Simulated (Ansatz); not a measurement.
# Al: equation of state with PBE

Al:

```xyz
1
Lattice="-1.5912 1.5912 1.5912 1.5912 -1.5912 1.5912 1.5912 1.5912 -1.5912" Properties=species:S:1:pos:R:3 pbc="T T T"
Al    0.0000    0.0000    0.0000
```

This isn't the form of Al at room conditions, which is fcc.

```yaml
Program: Ansatz 0.2.0
Task: equation of state
Functional: PBE
Potentials_or_basis: all-electron LAPW, point nuclei
Basis_error_allowed: 0.002 eV/atom
k_mesh: 12 × 12 × 12
Occupations: fermi-dirac, width 0.1 eV
Spin: collinear spin, ferromagnetic start
Starting_moments: "[1.0] μB"
Fixed_moment: 1 μB
```

| Quantity | Value |
| --- | --- |
| Equilibrium volume | 18.57 Å³/atom (rough: see the caveat) |
| Bulk modulus | 57 GPa (rough) |

Energy against volume, from the lowest point:
```
volume (Å³/atom)  energy (meV/atom)
          15.149             135.11
          15.471             101.81
          15.793              73.37
          16.116              49.33
          16.438              29.35
          16.760              13.02
          17.083               0.00
```

All runs of the series together: 42 s on 1 thread of Arm Neoverse N1 (shared host).

Caveat: the minimum lies outside the volumes run; the total moment is fixed, so each spin has its own Fermi level.
